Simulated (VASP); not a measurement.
A run of VASP 6.6.1 is set up as follows.

File INCAR:

```
SYSTEM = Yb
PREC = Accurate ; ENCUT = 520
EDIFF = 1E-6 ; ISMEAR = -1
SIGMA = 0.05 ; LREAL = .False.
LASPH = .True. ; NELM = 100
ALGO = Normal ; ISIF = 2
LWAVE = .False. ; LCHARG = .True.
ISPIN = 2 ; MAGMOM = 2.5
LORBIT = 11 ; LMAXMIX = 6
GGA = PE ; LELF = .True.
LVHAR = .True. ; NBANDS = 22
```

File KPOINTS:

```
Automatic mesh
0
Gamma
  8 8 8
  0 0 0
```

POSCAR

```
Yb
1.0
    0.0000000000      2.7431000000      2.7431000000
    2.7431000000      0.0000000000      2.7431000000
    2.7431000000      2.7431000000      0.0000000000
Yb
1
Direct
    0.0000000000      0.0000000000      0.0000000000
```

Potentials or basis: VASP PAW PBE potentials, release 64 (Yb).

The run is started by

```sh
$ cat potpaw_PBE.64/Yb/POTCAR > POTCAR
$ mpirun -np 1 vasp_std > vasp.out
```

Question: What does it give for the net moment?

Answer: 0.01 μB per cell.

Question: Estimate the band gap on the k mesh.

Answer: None (metal or under the smearing width).

Caveat: spin-orbit coupling is left out, which moves the levels of the heavy elements. The state reached can hang on the start; a lower one may exist.
